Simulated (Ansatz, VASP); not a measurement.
## As: VASP beside Ansatz

```
As
1.0
    -2.59688    2.59688    2.59688
     2.59688   -2.59688    2.59688
     2.59688    2.59688   -2.59688
As
3
Direct
  0.00000 0.50000 0.50000
  0.50000 0.00000 0.50000
  0.50000 0.50000 0.00000
```

Alike in both runs: functional PBE; k mesh 6 × 6 × 6; occupations gaussian, width 0.1 eV; no spin polarisation.

Ansatz relaxed the structure, and its values are those at the end. VASP's run is a single point on that final structure, the one shown.

|  | VASP | Ansatz |
| --- | --- | --- |
| version | VASP 6.6.1 | Ansatz 0.2.0 |
| potentials or method | VASP PAW PBE potentials, release 64 (As) | scalar-relativistic, plane waves, PAW |
| plane-wave cutoff (eV) | 520 | 420 |
| valence electrons in the cell | 15 | 45 |

Ansatz gave:

```
gap on the k mesh at the Fermi level (eV) : none
pressure (GPa)                            : 0.0
```

Problem. Which values does VASP return?

Solution. gap on the k mesh at the Fermi level (eV): none; pressure (GPa): 0.1.

A gap of «none» marks a metal or a gap that the smearing closes. The functional is the same, so the differences come from potentials, cutoffs and numerics. The two sets of potentials don't hold the same shells in valence.
